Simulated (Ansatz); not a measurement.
# NiO2 in Ansatz: the effect of functional

NiO2:

```
Ni O
1.0
     2.85367    0.00000    0.00000
    -1.42684    2.47135    0.00000
     0.00000    0.00000    4.70885
Ni O
1 2
Direct
  0.00000 0.00000 0.50000
  0.33333 0.66667 0.29396
  0.66667 0.33333 0.70604
```

The cell comes from a database or a generator and needn't be the stable form of this composition.

The cell isn't the ideal one: volume scaled by 1.06.

Alike in all runs:

* Program: Ansatz 0.2.0
* Task: single point
* Potentials or basis: Ansatz PAW
* k mesh: 11 × 11 × 6
* Occupations: fermi-dirac, width 0.05 eV
* Spin: collinear spin, ferromagnetic start
* Starting moments: [1.0, 0.0, 0.0] μB

```tsv
functional	cutoff	gap on the mesh (eV)	pressure (GPa)	largest force (eV/Å)
LDA	420 eV (not typed: the program's choice for these potentials)	0.76	-19.9	1.53
PBEsol	420 eV (not typed: the program's choice for these potentials)	?	?	?
r2SCAN	500 eV (not typed: the program's choice for these potentials)	1.31	-14.9	1.13
```

Problem. What does the run with functional PBEsol give?

Solution. gap on the mesh 0.83 eV; pressure -13.9 GPa; largest force 1.16 eV/Å.

Caveats: odd divisions of the mesh miss points on the zone boundary, where band edges often lie, so the gap on the mesh can be too wide; the PAW data sets come from PBE, with cores solved anew for the run's functional, which leaves a small shift of forces and pressure; forces of over 1 eV/Å show positions far from the minimum, so gaps and moduli don't describe the material at rest; the starting moments weren't kept; the magnetic or orbital state may not be the lowest (some runs).

A k mesh can miss the band edges.
